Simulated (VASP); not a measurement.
Here is a VASP 6.6.1 calculation.

Contents of INCAR:

```
SYSTEM = Cs2AgBiBr6
PREC = Accurate
ENCUT = 520
EDIFF = 1E-6
ISMEAR = -1
SIGMA = 0.05
LREAL = .FALSE.
LASPH = .TRUE.
NELM = 60
ALGO = Normal
ISIF = 2
LWAVE = .FALSE.
LCHARG = .FALSE.
GGA = PE
```

KPOINTS

```
Automatic mesh
0
G
  6 6 6
  0 0 0
```

Contents of POSCAR:

```
Cs2AgBiBr6
1.0
    0.0000000000      5.6161000000      5.6161000000
    5.6161000000      0.0000000000      5.6161000000
    5.6161000000      5.6161000000      0.0000000000
Cs Ag Bi Br
2 1 1 6
Direct
    0.2500000000      0.2500000000      0.2500000000
    0.7500000000      0.7500000000      0.7500000000
    0.5000000000      0.5000000000      0.5000000000
    0.0000000000      0.0000000000      0.0000000000
    0.2505500000      0.7494500000      0.2505500000
    0.2505500000      0.7494500000      0.7494500000
    0.7494500000      0.2505500000      0.7494500000
    0.7494500000      0.2505500000      0.2505500000
    0.2505500000      0.2505500000      0.7494500000
    0.7494500000      0.7494500000      0.2505500000
```

Potentials or basis: VASP PAW PBE potentials, release 64 (Cs_sv, Ag, Bi_d, Br).

Command:

```console
$ cat potpaw_PBE.64/Cs_sv/POTCAR potpaw_PBE.64/Ag/POTCAR potpaw_PBE.64/Bi_d/POTCAR potpaw_PBE.64/Br/POTCAR > POTCAR
$ mpirun -np 1 vasp_std > vasp.out
```

**Question.** Predict the band gap on the k mesh.

**Answer.** 1.27 eV, indirect (least direct gap 2.40 eV).

**Question.** What does it give for the largest force?

**Answer.** 0.296 eV/Å.

Forces in eV/Å, atoms in the order of the input:
```
Cs   0.000  0.000  0.000
Cs   0.000  0.000  0.000
Ag   0.000  0.000  0.000
Bi   0.000  0.000  0.000
Br   0.000  0.296  0.000
Br  -0.296  0.000  0.000
Br   0.000 -0.296  0.000
Br   0.296  0.000  0.000
Br   0.000  0.000  0.296
Br   0.000  0.000 -0.296
```

Caveat: spin-orbit coupling is left out, which as a rule narrows the gap of such compounds by several tenths of an eV. A hybrid or GW would open this gap; PBE tends to underestimate it.
